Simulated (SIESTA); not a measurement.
Runs of SIESTA 5.4.2 on Sb. Symmetry: Pm-3m, No. 221, cubic system. The conventional cell has a = 3.160 Å, b = 3.160 Å, c = 3.160 Å, α = 90.00°, β = 90.00°, γ = 90.00°. Sb (site symmetry m-3m) is surrounded by 6 Sb at 3.16 Å. This isn't the form of Sb at room conditions, which is rhombohedral.

```csv
task,level,potentials or basis,spin,cell,k mesh,force tolerance,broadening (eV),window to (eV),optical mesh offset,window from (eV),energy shift,gap on the mesh (eV),pressure (GPa),moment (μB)
relaxation of cell and atoms,PBEGcGxHEG,"PseudoDojo 0.4 stringent (PBE files, fully relativistic), TZP (energy shift 0.02 Ry)","non-collinear, ferromagnetic start, SOC",relaxed from: cell strained at random at fixed volume,6 × 6 × 6,0.01 eV/Å,-,-,-,-,0.02 Ry,none,0.0,0.00
band structure,revPBE,"Ansatz (PBE files), DZP (energy shift 0.005 Ry)",off,as given,8 × 8 × 8,-,-,-,-,-,0.005 Ry,none,(a),-
optical spectrum,PBEGcGxHEG,"Ansatz (PBE files), DZP (energy shift 0.002 Ry)",off,as given,8 × 8 × 8,-,0.2 eV,30 eV,true,-,0.002 Ry,none,-4.9,-
single point,PBE,"PseudoDojo 0.4 standard (PBE files), DZP (energy shift 0.002 Ry)",off,as given,8 × 8 × 8,-,-,-,-,-,0.002 Ry,none,(b),-
single point,LDA,"PseudoDojo 0.4 standard (LDA files), DZ (energy shift 0.005 Ry)","non-collinear, ferromagnetic start",as given,6 × 6 × 6,-,-,-,-,-,0.005 Ry,none,-3.7,0.00
density of states,SVWN5,"PseudoDojo 0.4 standard (LDA files), DZP (energy shift 0.01 Ry)","collinear, ferromagnetic start",cell strained at random at fixed volume,8 × 8 × 8,-,0.05 eV,10 eV,-,-10 eV,0.01 Ry,none,-5.3,0.00
single point,vdW-DF,"PseudoDojo 0.4 standard (PBE files), DZDP (energy shift 0.002 Ry)",off,as given,8 × 8 × 8,-,-,-,-,-,0.002 Ry,none,2.0,-
Berry-phase polarisation,xPBE,"SG15 1.2 NC or PseudoDojo by element (PBE files), DZP (energy shift 0.01 Ry)","collinear, ferromagnetic start",as given,8 × 8 × 8,-,-,-,-,-,0.01 Ry,none,0.0,0.00
```

Alike in all rows: smearing fermi-dirac 0.05 eV; grid cutoff 500 Ry.

Question: Fill in the values left out.

Answer: (a) -0.7; (b) -1.1.

Caveats: semicore shells carry a single zeta, which can move pressures by several GPa and volumes by a few percent; the basis of atomic orbitals isn't converged, which shifts pressures, moduli and gaps; the potentials were made for another functional, which shifts forces and pressure (some runs); the valence orbitals were made in a potential fitted to the semicore shell under them, which widens gaps by tenths of an eV or more (some runs); spin-orbit coupling is left out, which moves the levels of the heavy elements (some runs); the basis holds too few empty states to meet the f-sum rule, so the spectrum is short of weight at high energy (some runs).

A k mesh can miss the band edges, and rows without SOC leave out spin-orbit coupling on Sb.

A gap of «none» marks a metal or a gap under the smearing width.

The runs don't all hold the same shells in valence.
